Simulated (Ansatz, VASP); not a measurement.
**One calculation of Ta, two programs**

INCAR

```
  ALGO = Normal
  EDIFF = 1E-6
  ENCUT = 520
  GGA = PE
  ISIF = 2
  ISMEAR = -1
  LASPH = T
  LCHARG = F
  LREAL = F
  LWAVE = F
  NBANDS = 12
  NELM = 100
  PREC = Accurate
  SIGMA = 0.1
```

File KPOINTS:

```
k-points
0
Gamma
  14 14 14
```

Contents of POSCAR:

```
Ta
1.0
    0.0000000000      2.1663698551      2.1663698551
    2.1663698551      0.0000000000      2.1663698551
    2.1663698551      2.1663698551      0.0000000000
Ta
1
Direct
    0.0000000000      0.0000000000      0.0000000000
```

Input for Ansatz:

```yaml
crystal:
  lattice:
    - [0.0, 2.1663698551, 2.1663698551]
    - [2.1663698551, 0.0, 2.1663698551]
    - [2.1663698551, 2.1663698551, 0.0]
  atoms:
    - { symbol: Ta, position: [0.0, 0.0, 0.0] }
hamiltonian:
  xc: pbe
  pseudopotentials:
    kind: paw
    azcp:
      Ta: "pseudopotentials/Ta.paw.azcp"
basis:
  ecutwfc: 420
  fft_grid_basis: typed
kpoints:
  mp_grid: { grid: [14, 14, 14], shift: [0, 0, 0] }
magnetization:
  spin_polarized: false
scf:
  occupations: { method: fermi_dirac, width: 0.1 }
  lower_state_search: "off"
output:
  stress: true
  write_density: true
  write_potential: true
  elf: true
  volumetric_format: npy
```

Alike in both runs: task single point; functional PBE; k mesh 14 × 14 × 14; occupations fermi-dirac, width 0.1 eV; no spin polarisation.

|  | VASP | Ansatz |
| --- | --- | --- |
| version | VASP 6.6.1 | Ansatz 0.2.0 |
| potentials or method | VASP PAW PBE potentials, release 64 (Ta_pv) | plane waves (420 eV) with PAW, scalar-relativistic |
| plane-wave cutoff (eV) | 520 | 420 |
| valence electrons in the cell | 11 | 13 |

|  | VASP | Ansatz | Ansatz less VASP |
| --- | --- | --- | --- |
| pressure (GPa) | -12.6 | -12.6 | +0.04 |

The two sets of potentials don't hold the same shells in valence.

The runs have no spin-orbit coupling, so splittings on Ta are missing.
